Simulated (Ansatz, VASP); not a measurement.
# Cu3Pt: VASP beside Ansatz

One calculation is typed for both programs; each brings its own data sets and cutoff. How far apart do they land? The cell is taken from a series of VASP runs on this material, whose earlier steps may have relaxed, scaled or displaced it; both programs get it as it stands.

Method: plane waves, with VASP 6.6.1 beside it; relaxation of cell and atoms at PBEsol with D3(BJ), in Ansatz 0.2.0.

## Step 1: The starting structure

It takes space group Pm-3m (No. 221, cubic). The conventional cell has a = 3.622 Å, b = 3.622 Å, c = 3.622 Å, α = 90.00°, β = 90.00°, γ = 90.00°. Nearest to Pt lie 12 Cu at 2.56 Å. Nearest to Cu lie 4 Pt at 2.56 Å and 8 Cu at 2.56 Å. Farther neighbours are not listed.

## Step 2: VASP: relaxation of cell and atoms, PBEsol with D3(BJ)

The relaxed volume is the usual yardstick between codes: its relative difference is about their pressure difference at one cell divided by the bulk modulus.

Lines of VASP's logs that name or quote its potential files are left out, and so is its time.

INCAR

```
SYSTEM = Cu3Pt
PREC = Accurate
ENCUT = 450
EDIFF = 1E-06
NELM = 100
ISMEAR = 1
SIGMA = 0.15
LREAL = .FALSE.
ALGO = Normal
GGA = PS
IVDW = 12
NBANDS = 27
LASPH = .TRUE.
LORBIT = 11
LWAVE = .FALSE.
LCHARG = .FALSE.
KPAR = 8
IBRION = 2
NSW = 50
ISIF = 3
EDIFFG = -0.006
```

POSCAR

```
Cu3Pt
1.0
    3.6217157341      0.0000000000      0.0000000000
    0.0000000000      3.6217157341      0.0000000000
    0.0000000000      0.0000000000      3.6217157341
Pt Cu
1 3
Direct
    0.0000000000      0.0000000000      0.0000000000
    0.5000000000      0.5000000000      0.0000000000
    0.5000000000      0.0000000000      0.5000000000
    0.0000000000      0.5000000000      0.5000000000
```

KPOINTS

```
Automatic mesh
0
Gamma
10 10 10
0 0 0
```

Potentials, in the order of the species: Pt and Cu (PBE family, release 64).

On the command line:

```
$ mpirun -np 8 vasp_std
```

Numbers of over 12 decimals in the logs are rounded to 6 here.

Output:

```text
[banner, memory and clock lines left out]
running    8 mpi-ranks, on    1 nodes
 distrk:  each k-point on    1 cores,    8 groups
 distr:  one band on    1 cores,    1 groups

 POSCAR found type information on POSCAR PtCu
 POSCAR found :  2 types and       4 ions
|                                                                             |
|           W    W    AA    RRRRR   N    N  II  N    N   GGGG   !!!           |
|           W    W   A  A   R    R  NN   N  II  NN   N  G    G  !!!           |
|           W    W  A    A  R    R  N N  N  II  N N  N  G       !!!           |
|           W WW W  AAAAAA  RRRRR   N  N N  II  N  N N  G  GGG   !            |
|           WW  WW  A    A  R   R   N   NN  II  N   NN  G    G                |
|           W    W  A    A  R    R  N    N  II  N    N   GGGG   !!!           |
|                                                                             |
|     For optimal performance we recommend to set                             |
|       NCORE = 2 up to number-of-cores-per-socket                            |
|     NCORE specifies how many cores store one orbital (NPAR=cpu/NCORE).      |
|     This setting can greatly improve the performance of VASP for DFT.       |
|     The default, NCORE=1 might be grossly inefficient on modern             |
|     multi-core architectures or massively parallel machines. Do your        |
|     Unfortunately you need to use the default for GW and RPA                |
|     calculations (for HF NCORE is supported but not extensively tested      |
|     yet).                                                                   |
|                                                                             |

|                                                                             |
|               ----> ADVICE to this user running VASP <----                  |
|                                                                             |
|     You enforced a specific xc type in the INCAR file but a different       |
|     [... a line on the potential file left out ...]
|     I HOPE YOU KNOW WHAT YOU ARE DOING!                                     |
|                                                                             |

 LDA part: xc-table for (Slater+PW92), standard interpolation
 POSCAR, INCAR and KPOINTS ok, starting setup
 FFT: planning ... GRIDC
 FFT: planning ... GRID_SOFT
 FFT: planning ... GRID
 WAVECAR not read
 entering main loop
       N       E                     dE             d eps       ncg     rms          rms(c)
DAV:   1     0.323557299027E+03    0.32356E+03   -0.17901E+04  3264   0.232E+03
DAV:   2     0.568334370819E+01   -0.31787E+03   -0.30640E+03  3048   0.405E+02
DAV:   3    -0.232462859020E+02   -0.28930E+02   -0.27535E+02  3440   0.160E+02
DAV:   4    -0.241114569325E+02   -0.86517E+00   -0.86037E+00  4167   0.318E+01
DAV:   5    -0.241243535881E+02   -0.12897E-01   -0.12892E-01  4415   0.312E+00    0.207E+01
DAV:   6    -0.235520054736E+02    0.57235E+00   -0.43126E+01  3339   0.176E+02    0.122E+01
DAV:   7    -0.204390824849E+02    0.31129E+01   -0.17059E+01  3855   0.104E+02    0.417E+00
DAV:   8    -0.204045319635E+02    0.34551E-01   -0.71962E-01  4286   0.846E+00    0.211E+00
DAV:   9    -0.203771516382E+02    0.27380E-01   -0.79047E-02  5171   0.438E+00    0.391E-01
DAV:  10    -0.203752035503E+02    0.19481E-02   -0.14468E-02  4484   0.154E+00    0.226E-01
DAV:  11    -0.203745971593E+02    0.60639E-03   -0.18982E-03  4017   0.120E+00    0.685E-02
DAV:  12    -0.203745613668E+02    0.35792E-04   -0.44137E-04  3808   0.219E-01    0.221E-02
DAV:  13    -0.203745590313E+02    0.23355E-05   -0.27132E-05  3629   0.103E-01    0.951E-03
DAV:  14    -0.203745571010E+02    0.19303E-05   -0.49609E-06  3252   0.243E-02    0.465E-03
DAV:  15    -0.203745573382E+02   -0.23716E-06   -0.14430E-06  2070   0.155E-02
   1 F= -.22826484E+02 E0= -.22826659E+02  d E =-.228265E+02
 curvature:   0.00 expect dE= 0.000E+00 dE for cont linesearch  0.000E+00
 trial: gam= 0.00000 g(F)=  0.000E+00 g(S)=  0.232E-03 ort = 0.000E+00 (trialstep = 0.100E+01)
 search vector abs. value=  0.232E-03
 bond charge predicted
       N       E                     dE             d eps       ncg     rms          rms(c)
DAV:   1    -0.203738784639E+02    0.67864E-03   -0.99897E-02  3329   0.632E+00    0.675E-01
DAV:   2    -0.203700174432E+02    0.38610E-02   -0.50103E-02  3230   0.605E+00    0.321E-01
DAV:   3    -0.203677851528E+02    0.22323E-02   -0.15859E-02  3699   0.375E+00    0.174E-01
DAV:   4    -0.203674705009E+02    0.31465E-03   -0.82927E-04  4593   0.687E-01    0.831E-02
DAV:   5    -0.203673887190E+02    0.81782E-04   -0.25346E-04  5105   0.313E-01    0.225E-02
DAV:   6    -0.203673804997E+02    0.82193E-05   -0.45629E-05  4600   0.966E-02    0.404E-03
DAV:   7    -0.203673805068E+02   -0.71250E-08   -0.29271E-06  2636   0.150E-02
   2 F= -.22826484E+02 E0= -.22826650E+02  d E =-.298822E-06
 trial-energy change:   -0.000000  1 .order    0.000037   -0.000232    0.000305
 step:   0.5346(harm=  0.4315)  dis= 0.00000  next Energy=   -22.826551 (dE=-0.676E-04)
 bond charge predicted
       N       E                     dE             d eps       ncg     rms          rms(c)
DAV:   1    -0.203722025025E+02   -0.48220E-02   -0.21604E-02  3320   0.294E+00    0.312E-01
DAV:   2    -0.203713426529E+02    0.85985E-03   -0.10641E-02  3224   0.279E+00    0.146E-01
DAV:   3    -0.203708843358E+02    0.45832E-03   -0.33118E-03  3671   0.171E+00    0.813E-02
DAV:   4    -0.203708138396E+02    0.70496E-04   -0.17893E-04  4572   0.326E-01    0.389E-02
DAV:   5    -0.203707949762E+02    0.18863E-04   -0.51968E-05  5032   0.145E-01    0.985E-03
DAV:   6    -0.203707935152E+02    0.14610E-05   -0.84330E-06  3617   0.424E-02    0.180E-03
DAV:   7    -0.203707937549E+02   -0.23965E-06   -0.10697E-06  1809   0.105E-02
   3 F= -.22826550E+02 E0= -.22826721E+02  d E =-.663756E-04
 curvature:  -0.21 expect dE=-0.591E-08 dE for cont linesearch -0.591E-08
 trial: gam=-0.01093 g(F)=  0.940E-65 g(S)=  0.283E-07 ort = 0.256E-05 (trialstep = 0.907E+00)
 search vector abs. value=  0.103E-09
 reached required accuracy - stopping structural energy minimisation
```

From OUTCAR (step 2):

```text
ion  position               nearest neighbor table
   1  0.000  0.000  0.000-   2 2.56   3 2.56   4 2.56   3 2.56   4 2.56   2 2.56   4 2.56   4 2.56
                             2 2.56   3 2.56   3 2.56   2 2.56
   2  0.500  0.500  0.000-   1 2.56   3 2.56   4 2.56   3 2.56   4 2.56   1 2.56   3 2.56   3 2.56
                             1 2.56   4 2.56   4 2.56   1 2.56
   3  0.500  0.000  0.500-   1 2.56   2 2.56   4 2.56   1 2.56   2 2.56   2 2.56   4 2.56   2 2.56
                             1 2.56   4 2.56   1 2.56   4 2.56
   4  0.000  0.500  0.500-   1 2.56   2 2.56   3 2.56   1 2.56   2 2.56   1 2.56   3 2.56   1 2.56
                             2 2.56   3 2.56   2 2.56   3 2.56

  LATTYP: Found a simple cubic cell.
 ALAT       =     3.6217157341

 Subroutine GETGRP returns: Found 48 space group operations
 (whereof 48 operations were pure point group operations)

The static configuration has the point symmetry O_h .

 Found     56 irreducible k-points:

   k-points           NKPTS =     56   k-points in BZ     NKDIM =     56   number of bands    NBANDS=     27

   dimension x,y,z NGX =    28 NGY =   28 NGZ =   28
   dimension x,y,z NGXF=    56 NGYF=   56 NGZF=   56

   ENCUT  =  450.0 eV  33.07 Ry    5.75 a.u.   6.26  6.26  6.26*2*pi/ulx,y,z

   NELECT =      43.0000    total number of electrons

 k-points in reciprocal lattice and weights: Automatic mesh
   0.00000000  0.00000000  0.00000000       0.001
   0.10000000  0.00000000  0.00000000       0.006
   0.20000000  0.00000000  0.00000000       0.006
   0.30000000  0.00000000  0.00000000       0.006
   0.40000000  0.00000000  0.00000000       0.006
   0.50000000  0.00000000  0.00000000       0.003
   0.10000000  0.10000000  0.00000000       0.012
   0.20000000  0.10000000  0.00000000       0.024
   0.30000000  0.10000000  0.00000000       0.024
[...]
0.50000000  0.50000000  0.40000000       0.006
   0.50000000  0.50000000  0.50000000       0.001

 Edisp (eV)   -2.45910

 average (electrostatic) potential at core
       1 -64.4246       2 -61.6728       3 -61.6728       4 -61.6728

 E-fermi :   9.0295

 k-point     1 :       0.0000    0.0000    0.0000
  band No.  band energies     occupation
    ...
     17       8.3968      2.00000
     18       8.3968      2.00000
     19       9.0153      1.15914
     20       9.0153      1.15914
     21       9.0153      1.15914
     22      10.8594     -0.00000
     23      10.8594     -0.00000
     24      10.8594     -0.00000
     25      16.6905      0.00000
     26      18.6716      0.00000
    ...

 k-point     2 :       0.1000    0.0000    0.0000
  band No.  band energies     occupation
    ...
     17       8.3036      2.00000
     18       8.3476      2.00000
     19       8.6701      2.00364
     20       8.6701      2.00364
     21       9.0097      1.22032
     22      10.2657     -0.00000
     23      11.3813     -0.00000
     24      11.3813     -0.00000
     25      17.0116      0.00000
     26      18.5045      0.00000
    ...

 k-point     3 :       0.2000    0.0000    0.0000
  band No.  band energies     occupation
    ...
     17       7.9939      2.00000
     18       8.1616      2.00000
     19       8.1616      2.00000
     20       8.2226      2.00000
     21       8.9957      1.37039
     22       9.0981      0.30845
     23      12.4329      0.00000
     24      12.4329      0.00000
     25      17.3543      0.00000
     26      18.1024      0.00000
    ...

 Edisp (eV)   -2.45576

  Total      -0.00088    -0.00088    -0.00088    -0.00000     0.00000    -0.00000
  in kB      -0.02989    -0.02989    -0.02989    -0.00000     0.00000    -0.00000
  external pressure =       -0.03 kB  Pullay stress =        0.00 kB

  energy-cutoff  :      450.00
  volume of cell :       47.43
      direct lattice vectors                 reciprocal lattice vectors
     3.619846726  0.000000000 -0.000000000     0.276254791 -0.000000000  0.000000000
     0.000000000  3.619846726 -0.000000000    -0.000000000  0.276254791 -0.000000000
    -0.000000000  0.000000000  3.619846726     0.000000000  0.000000000  0.276254791

 POSITION                                       TOTAL-FORCE (eV/Angst)
 -----------------------------------------------------------------------------------
      0.00000      0.00000      0.00000        -0.000000      0.000000      0.000000
      1.80992      1.80992     -0.00000        -0.000000      0.000000      0.000000
      1.80992      0.00000      1.80992        -0.000000      0.000000      0.000000
      0.00000      1.80992      1.80992         0.000000      0.000000      0.000000
 -----------------------------------------------------------------------------------
    total drift:                                0.000000      0.000000      0.000000

  FREE ENERGIE OF THE ION-ELECTRON SYSTEM (eV)
  ---------------------------------------------------
  free  energy   TOTEN  =       -22.8265502219 eV

  energy  without entropy=      -22.8270617667  energy(sigma->0) =      -22.82672074

 reached required accuracy - stopping structural energy minimisation

 total charge
# of ion       s       p       d       tot
------------------------------------------
    1        0.708   0.631   8.181   9.520
    2        0.458   0.437   9.189  10.084
    3        0.458   0.437   9.189  10.084
    4        0.458   0.437   9.189  10.084
--------------------------------------------------
tot          2.082   1.942  35.748  39.773

[... 3 further parts left out ...]
```

This run has no spin polarisation. Its electron count is odd, so without a moment it is a metal by construction.

(Continued in part 2 of 2.)

[Lines on the potential files, build, host, timing and source positions are cut from VASP's logs without a mark.]

[Logs are printed without paths, hosts, clocks, repeated set-up lines and the standing remarks that a program may print on its own settings, such as how far it seeks lower states.]

[Hosts, paths, dates, database ids (printed as entryN), source tags and the programs' standing remarks are cut or masked in the printed files.]
